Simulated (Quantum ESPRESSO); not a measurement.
SiNi3 under changes of volume

One of the cells (11.109 Å³/atom); the others are scaled copies at fixed shape and fractional positions:

```
Ni Si
1.0
     3.54200    0.00000    0.00000
     0.00000    3.54200    0.00000
     0.00000    0.00000    3.54200
Ni Si
3 1
Direct
  0.50000 0.50000 0.00000
  0.50000 0.00000 0.50000
  0.00000 0.50000 0.50000
  0.00000 0.00000 0.00000
```

```yaml
Program: Quantum ESPRESSO 7.5
Functional: PBE
Potentials_or_basis: SSSP 1.3 efficiency PBE
Cutoff: 748 eV
Density_cutoff: 5987 eV
k_mesh: 8 × 8 × 8
Occupations: fermi-dirac, width 0.05 eV
Spin: collinear spin, ferromagnetic start
Starting_moments: "[1.0, 1.0, 1.0, 0.0] μB"
```

| volume (Å³/atom) | energy over the lowest point (meV/atom) | pressure (GPa) |
| --- | --- | --- |
| 10.443 | 7.32 | 7.3 |
| 10.665 | 0.40 | 2.3 |
| 10.887 | 0.00 | -2.1 |
| 11.109 | ? | ? |
| 11.331 | 15.94 | -9.5 |
| 11.554 | 31.04 | -12.6 |
| 11.776 | 50.18 | -15.3 |

What does the run at 11.109 Å³/atom give?

Energy over the lowest point 5.40 meV/atom; pressure -6.0 GPa.

Worked out: A Birch-Murnaghan fit of order 3 (a polynomial in V^(-2/3)) to the other rows has its minimum at 10.79 Å³/atom with B0 = V·E''(V) = 214 GPa and B' = 4.9. It gives 5.40 meV/atom at 11.109 Å³/atom, against the run's 5.40, and -dE/dV = -5.8 GPa, against -6.0.

Energies are extrapolated to zero smearing.
